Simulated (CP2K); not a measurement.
# BN in CP2K: the effect of functional

The system is BN.

```
CELL_PARAMETERS angstrom
2.49824 0.00000 0.00000
-1.24912 2.16354 0.00000
0.00000 0.00000 6.63570
ATOMIC_POSITIONS crystal
N 0.66667 0.33333 0.25000
N 0.33333 0.66667 0.75000
B 0.66667 0.33333 0.75000
B 0.33333 0.66667 0.25000
```

Alike in all runs:

```yaml
Program: CP2K 2026.2
Task: band structure
Potentials_or_basis: POTENTIAL_UZH N GTH-PBE-q5, B GTH-PBE-q3; TZVP-MOLOPT-PBE-GTH basis
Density_cutoff: 9184 eV
k_mesh: 12 × 12 × 4
Occupations: fermi-dirac, width 0.05 eV
Spin: no spin polarisation
```

```tsv
functional	gap on the mesh (eV)	pressure (GPa)
PBE	?	?
LDA	4.09	3.8
PBEsol	4.17	4.2
RPBE	4.40	6.3
BEEF-vdW	4.50	1.4
optB88-vdW	4.36	3.9
MS2	4.74	0.9
```

**Question.** What does the run with functional PBE give?

**Answer.** gap on the mesh 4.30 eV; pressure 5.2 GPa.

Caveats: the basis of atomic orbitals isn't converged, which shifts pressures, moduli and gaps; the potentials were made for another functional, which shifts forces and pressure (some runs); this functional lacks dispersion, which binds the layers, so the pressure and a relaxed spacing across them are unreliable (some runs).

